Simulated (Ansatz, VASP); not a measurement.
Pt: VASP beside Ansatz

Contents of INCAR:

```
SYSTEM = Pt
  PREC = Accurate
  ENCUT = 520
  EDIFF = 1E-6
  ISMEAR = -1
  SIGMA = 0.05
  LREAL = .FALSE.
  LASPH = .TRUE.
  NELM = 100
  ALGO = Fast
  ISIF = 2
  LWAVE = .FALSE.
  LCHARG = .FALSE.
  NBANDS = 11
```

KPOINTS

```
Automatic mesh
0
G
  12 12 12
  0 0 0
```

The input POSCAR:

```
Pt
1.0
    0.0000000000      1.9867042750      1.9867042750
    1.9867042750      0.0000000000      1.9867042750
    1.9867042750      1.9867042750      0.0000000000
Pt
1
Direct
    0.0000000000      0.0000000000      0.0000000000
```

Contents of input.yaml:

```yaml
crystal:
  lattice:
    - [0.0, 1.986704275, 1.986704275]
    - [1.986704275, 0.0, 1.986704275]
    - [1.986704275, 1.986704275, 0.0]
  atoms:
    - { symbol: Pt, position: [0.0, 0.0, 0.0] }
kpoints:
  mp_grid: { grid: [12, 12, 12] }
scf:
  occupations: { method: fermi_dirac, width: 0.05 }
hamiltonian:
  xc: lda
  pseudopotentials: { kind: all_electron, lapw: { basis_error: 0.001 } }
output:
  forces: true
  stress: true
  eigenvalues: true
```

Change from the starting cell: volume scaled by 1.04.

Alike in both runs: task single point; functional LDA; k mesh 12 × 12 × 12; occupations fermi-dirac, width 0.05 eV; no spin polarisation.

```csv
,VASP,Ansatz
version,VASP 6.6.1,Ansatz 0.2.0
potentials or method,"VASP PAW LDA potentials, release 64 (Pt)","all-electron LAPW, scalar-relativistic"
plane-wave cutoff (eV),520,see its input
```

VASP gave:

* gap on the k mesh at the Fermi level (eV): none
* pressure (GPa): -15.1

Task: Estimate Ansatz's values.

Result: gap on the k mesh at the Fermi level (eV): none; pressure (GPa): -15.7.

A gap of «none» marks a metal or a gap that the smearing closes. Ansatz ran all-electron here, so the differences hold the error of VASP's frozen core and of both bases.

Caveats: so large a pressure means that the cell lies far from this level's equilibrium, or that cutoff or potentials fall short (VASP). The runs have no spin-orbit coupling, so splittings on Pt are missing.
